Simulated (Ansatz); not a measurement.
This BAs structure is the end of a relaxation. The cell was found from a structure generator's guess, not taken from experiment.

Theory: DFT PBE, scalar-relativistic, plane waves, PAW in Ansatz. Cutoff 420 eV, Γ-centred mesh, Gaussian smearing, no spin polarisation.

```
B As
1.0
     5.82709    0.00000    0.00000
     0.00000    5.82709    0.00000
     0.00000    0.00000    3.29274
B As
4 4
Direct
  0.67149 0.67149 0.50000
  0.17149 0.82851 0.25000
  0.32851 0.32851 0.00000
  0.82851 0.17149 0.75000
  0.82612 0.82612 0.00000
  0.32612 0.67388 0.75000
  0.17388 0.17388 0.50000
  0.67388 0.32612 0.25000
```

Formation energies are uncorrected and refer to the elements' standard structures at the same level.

Q: What space group does it have?

A: P4_12_12 (No. 92). Conventional cell: a = 5.827 Å, c = 3.293 Å. B has 4 As at 2.08–2.17 Å; As has 4 B at 2.08–2.17 Å.

Q: How far does it lie from the elements in energy?

A: +0.47 eV/atom. The separate elements lie lower, so it is unstable against them.

Q: Is it a metal?

A: There is no gap on the 6×6×12 mesh, but valence and conduction bands overlap by only 0.07 eV, so at this level it is a semimetal.

Q: From what recipe could a structure generator have reached it?

A: One such recipe: 4-connected net, two elements alternating (P4_12_12, No. 92). Other recipes can lead to the same cell.

The last run used a 6×6×12 mesh (in the run's order of axes) for its 8-atom cell and Gaussian smearing of 0.10 eV. The zero gap may come from the functional, which often closes small gaps, or the cell may be a true semimetal. The reference form of As is held partly by dispersion forces, which this level lacks. Symmetry constrained the relaxation, so the result can be a saddle point. Another cell of BAs relaxed alike, in Pmmn, lies 290 meV/atom lower, so this cell isn't the stable form at this level.
